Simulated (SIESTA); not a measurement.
Slab: MoS2, a slab with vacuum.

```xyz
3
Lattice="3.1841 0.0000 0.0000 -1.5921 2.7575 0.0000 0.0000 0.0000 17.3346" Properties=species:S:1:pos:R:3 pbc="T T T"
Mo    0.0000    0.0000    0.0000
S     0.0000    1.8384   15.7833
S     0.0000    1.8384    1.5513
```

- Program: SIESTA 5.4.2
- Task: single point
- Functional: PBEsol
- Potentials or basis: PseudoDojo 0.4 standard (PBEsol files)
- Basis: DZP (energy shift 0.003 Ry; two zetas on semicore shells)
- Grid cutoff: 800 Ry
- Energy shift: 0.003 Ry
- k mesh: 10 × 10 × 2
- Occupations: fermi-dirac, width 0.05 eV
- Spin: no spin polarisation

On this cell: largest force 0.241 eV/Å; band gap on the k mesh 1.71 eV, indirect (least direct gap 1.95 eV).

The same run follows on a disturbed copy (atoms moved at random, drawn with an rms of 0.05 Å):

```
Mo S
1.0
     3.18413    0.00000    0.00000
    -1.59206    2.75753    0.00000
     0.00000    0.00000   17.33460
Mo S
1 2
Cartesian
  0.0313 -0.0382 -0.0082
  0.0027 1.8229 15.7841
  -0.0186 1.8067 1.5519
```

Question: What does the disturbed cell give?

Answer: The energy moves by +7.1 meV/atom; largest force 0.913 eV/Å; band gap on the k mesh 1.70 eV, indirect (least direct gap 1.94 eV).

Forces on the atoms (eV/Å):
```
Mo  -0.814  0.315  0.269
S    0.316 -0.229 -0.403
S    0.498 -0.085  0.135
```

Stress tensor (GPa, compression positive):
```
-0.35 -0.29  0.30
-0.29 -0.57  0.23
 0.30  0.23  0.88
```

Caveats: the basis of atomic orbitals isn't converged, which shifts pressures, moduli and gaps.

A k mesh can miss the band edges.
